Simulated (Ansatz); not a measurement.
**Al: start and end of a relaxation**

A trial structure of Al was built thus: one element on all sites of the MoPd2 type (Immm, No. 71). Its size is a rough estimate.

POSCAR.start

```
Al
1.0
    -1.42408    2.04460    4.26518
     1.42408   -2.04460    4.26518
     1.42408    2.04460   -4.26518
Al
3
Direct
  0.00000 0.00000 0.00000
  0.33480 0.33480 0.00000
  0.66520 0.66520 0.00000
```

Computed with DFT PBE, scalar-relativistic, plane waves, PAW in Ansatz 0.2.0. Cutoff 420 eV, Gaussian smearing, Γ-centred meshes. Cell and atoms relax on a converged mesh. In metals the finer mesh still leaves noise of several meV/atom or more. The steps can't lower the symmetry of their start. No spin polarisation.

POSCAR.end

```
Al
1.0
     0.00000    2.02034    2.02034
     2.02034    0.00000    2.02034
     2.02034    2.02034    0.00000
Al
1
Direct
  0.00000 0.00000 0.00000
```

The symmetry goes from Immm (No. 71) to Fm-3m (No. 225), and the primitive cell from 3 to 1 atom. The end has the fcc type. The volume per atom stays near 16.5 Å³. The shortest distance goes from 2.82 Å (Al–Al) to 2.86 Å (Al–Al). The end is written in a standard setting, so origin, axes and order of atoms can differ from the start's.

* Volume per atom: 16.49 Å³
* Density: 2.72 g/cm³
* Energy over the standard state: 0.00 eV/atom
* Gap on the 20×20×20 mesh of the 3-atom cell: 0 eV (a metal)

Energies count from the standard state of Al at the same level. It is level with the standard state within the noise.

The last run used Gaussian smearing of 0.10 eV. The end has Immm (No. 71) at a tolerance of 0.01 Å; the cell shown is made exact in the group found at 0.05 Å. For metals, differences of a few meV/atom aren't resolved. A later test with randomly moved atoms ended 1 meV/atom lower, in Immm at a loose tolerance, which is no clear verdict on its stability. In all, the 2 runs took 4.7 min on 1 thread of Intel(R) Xeon(R) Processor @ 2.50GHz (Skylake/Cascade Lake) (shared host).
